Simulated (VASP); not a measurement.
A run of VASP 6.6.1:

Contents of INCAR:

```
SYSTEM = Hf
ALGO = Normal
EDIFF = 1E-7
ENCUT = 520
GGA = PE
ISIF = 2
ISMEAR = -1
LASPH = .True.
LCHARG = .True.
LELF = .True.
LREAL = .False.
LVHAR = .True.
LWAVE = .False.
NBANDS = 11
NELM = 80
PREC = Accurate
SIGMA = 0.05
```

KPOINTS

```
k-points
0
Gamma
  10 10 10
  0 0 0
```

The input POSCAR:

```
Hf
1.0
    0.0000000000      2.2200000000      2.2200000000
    2.2200000000      0.0000000000      2.2200000000
    2.2200000000      2.2200000000      0.0000000000
Hf
1
Direct
    0.0000000000      0.0000000000      0.0000000000
```

Potentials or basis: VASP PAW PBE potentials, release 64 (Hf_pv).

Command:

```sh
$ cat potpaw_PBE.64/Hf_pv/POTCAR > POTCAR
$ mpirun -np 1 vasp_std > vasp.out
```

Hardware: 1 thread of Intel(R) Xeon(R) Platinum 8375C CPU @ 2.90GHz (Ice Lake) (shared host).

How long does it take, and how much memory?

Run time: 6.1 s on 1 thread of Intel(R) Xeon(R) Platinum 8375C CPU @ 2.90GHz (Ice Lake) (shared host), peak memory 0.14 GiB. Counts: scf iterations 12, k points 47.
